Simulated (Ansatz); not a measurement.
Born–Oppenheimer molecular dynamics of a periodic cell of 16 atoms, Au (surface Au(110)). It starts from a relaxed structure.

The calculation used Ansatz, DFT LDA, scalar-relativistic, plane waves, PAW. Settings: accuracy low, PAW set soft_1, cutoff 420 eV, k mesh 2x3x1, fermi-dirac smearing 0.1 eV, no spin polarisation.

```yaml
ensemble: NVT, Langevin thermostat
time_step: 3 fs
steps_asked: 300
set_temperature: 500 K
friction: 0.005 /fs
atoms_held: 1 to 4
seed: 343900
```

First frame:

```xyz
16
Lattice="8.1600 0.0000 0.0000 0.0000 5.7700 0.0000 0.0000 0.0000 15.3275" Properties=species:S:1:pos:R:3
Au 2.040 1.442 1.000
Au 6.120 1.442 1.000
Au 2.040 4.327 1.000
Au 6.120 4.327 1.000
Au 0.000 0.000 2.093
Au 4.080 0.000 2.093
Au 0.000 2.885 2.093
Au 4.080 2.885 2.093
Au 2.040 1.442 3.842
Au 6.120 1.442 3.842
Au 2.040 4.327 3.842
Au 6.120 4.327 3.842
Au 0.000 0.000 4.940
Au 4.080 0.000 4.940
Au 0.000 2.885 4.940
Au 4.080 2.885 4.940
```

Question: What does the run give?

Answer: All steps were run.

| Item | Value |
| --- | --- |
| steps done | 300 |
| time covered | 900 fs |
| mean temperature over the second half | 514 K |
| spread of the potential energy over the second half | 8.1 meV per atom |
| mean potential energy of the second half above the start | 48.7 meV per atom |

A run of 0.9 ps of so small a system gives no equilibrium averages. Limits of this set-up: coarse k mesh, thin slab, slab without dipole correction, PAW files made for another functional, low accuracy level.

Question: What happens to the structure?

Answer: Mean squared displacements from the first frame to the last: Au 0.08 Å². The details hang on the random start.

Question: How do temperature and energy run in time?

Answer: 
| time (fs) | T (K) | potential energy less start (eV) |
| --- | --- | --- |
| 0.0 | 500 | 0.000 |
| 30.0 | 388 | 0.184 |
| 60.0 | 193 | 0.456 |
| 90.0 | 218 | 0.458 |
| 120.0 | 444 | 0.375 |
| 150.0 | 369 | 0.519 |
| 180.0 | 353 | 0.684 |
| 210.0 | 404 | 0.601 |
| 240.0 | 369 | 0.586 |
| 270.0 | 362 | 0.666 |
| 300.0 | 398 | 0.760 |
| 330.0 | 533 | 0.745 |
| 360.0 | 445 | 0.620 |
| 390.0 | 423 | 0.538 |
| 420.0 | 371 | 0.605 |
| 450.0 | 479 | 0.654 |
| 480.0 | 455 | 0.696 |
| 510.0 | 438 | 0.703 |
| 540.0 | 499 | 0.759 |
| 570.0 | 450 | 0.805 |
| 600.0 | 582 | 0.682 |
| 630.0 | 692 | 0.605 |
| 660.0 | 630 | 0.708 |
| 690.0 | 548 | 0.852 |
| 720.0 | 525 | 0.979 |
| 750.0 | 410 | 0.813 |
| 780.0 | 518 | 0.619 |
| 810.0 | 529 | 0.693 |
| 840.0 | 433 | 0.985 |
| 870.0 | 378 | 1.055 |
| 900.0 | 546 | 0.755 |

The run took 15 min on 4 threads of AMD EPYC 9R45 96-Core Processor (Zen 5), with other jobs on the host, peak memory 2.3 GiB.
